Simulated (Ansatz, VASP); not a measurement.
## Al in VASP and in Ansatz

```xyz
1
Lattice="2.7452 0.0000 0.0000 -1.3726 2.3775 0.0000 0.0000 0.0000 2.5651" Properties=species:S:1:pos:R:3 pbc="T T T"
Al    0.0000    0.0000    0.0000
```

Alike in both runs: task single point; functional PBEsol; k mesh 9 × 9 × 8; occupations gaussian, width 0.1 eV; no spin polarisation.

```csv
,VASP,Ansatz
version,VASP 6.6.1,Ansatz 0.2.0
potentials or method,"VASP PAW PBE potentials, release 64 (Al)","scalar-relativistic, plane waves, PAW"
plane-wave cutoff (eV),520,420
valence electrons in the cell,3,3
```

|  | VASP | Ansatz | Ansatz less VASP |
| --- | --- | --- | --- |
| gap on the k mesh at the Fermi level (eV) | none | none | - |
| pressure (GPa) | 8.4 | 8.3 | -0.11 |
| largest component of the traceless stress (GPa) | 13.14 | 13.09 | -0.049 |

A gap of «none» marks a metal or a gap that the smearing closes. With one functional, cell and mesh, what is left measures potentials, basis and numerics.

Caveats: the PAW data sets were made with another functional, which shifts forces and pressure a little (VASP).
